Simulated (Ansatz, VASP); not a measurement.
Two plane-wave programs on Se

```
Se
1.0
     2.00090   -1.15522    3.27051
     0.00000    2.31045    3.27051
    -2.00090   -1.15522    3.27051
Se
2
Direct
  0.25000 0.25000 0.25000
  0.75000 0.75000 0.75000
```

Change from the starting cell: volume scaled by 1, norm-conserving files.

Alike in both runs: task single point; functional PBE; k mesh 13 × 13 × 13; occupations fermi-dirac, width 0.08 eV; no spin polarisation.

|  | VASP | Ansatz |
| --- | --- | --- |
| version | VASP 6.6.1 | Ansatz 0.2.0 |
| potentials or method | VASP PAW PBE potentials, release 64 (Se) | norm-conserving pseudopotentials, scalar-relativistic |
| plane-wave cutoff (eV) | 520 | 1170 |
| valence electrons in the cell | 12 | 32 |

```tsv
	VASP	Ansatz	Ansatz less VASP
pressure (GPa)	0.0	-0.1	-0.10
```

With one functional, cell and mesh, what is left measures potentials, basis and numerics. The two sets of potentials don't hold the same shells in valence. Ansatz warned: «structure_snapped_to_symmetry».
